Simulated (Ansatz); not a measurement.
## Rh: strain energy, fitted

Rh, P6_3/mmc, a = 2.689 Å, c = 4.329 Å. This isn't the element's structure at ambient conditions. Ansatz: PBEsol, PAW, 420 eV, Γ-centred 24×24×12 mesh on 2 atoms, Gaussian smearing 0.10 eV; no spin polarisation. Series: equal strain along all axes, cell held, atoms fixed by symmetry; x is the strain in per cent. y is the free energy over the unstrained cell, V0 = 13.551 Å³/atom.

| x (%) | y (meV/atom) |
| --- | --- |
| -6.0 | ? |
| -4.0 | 210.96 |
| -2.0 | 48.49 |
| 0.0 | 0.00 |
| 2.0 | 41.10 |
| 4.0 | 151.71 |
| 6.0 | 315.31 |

Problem. Fit y = c2 x² + c3 x³ to the other rows, turn c2 into a modulus, and predict the missing energy.

Solution. Least squares on the rows shown. y = 11.381 x² − 0.44101 x³. In eV per unit strain² c2 is 113.8; the stiffness is B for this strain (E = 9/2 B V0 ε², shape held): 2 × 113.8 × 160.2 / (9 × 13.551) = 299 GPa. At x = -6.0 the fit asked for gives 504.97 meV/atom. The run gave 516.88 meV/atom, so the fit is 11.91 meV/atom too low, 2.3 % of the span of the series, against an rms of 1.18 meV/atom on the fitted rows. The row lies outside the fitted range. With a term in x⁴ added, a fit to the same known rows predicts 515.34 meV/atom, so most of the miss is curvature that the known rows already hold.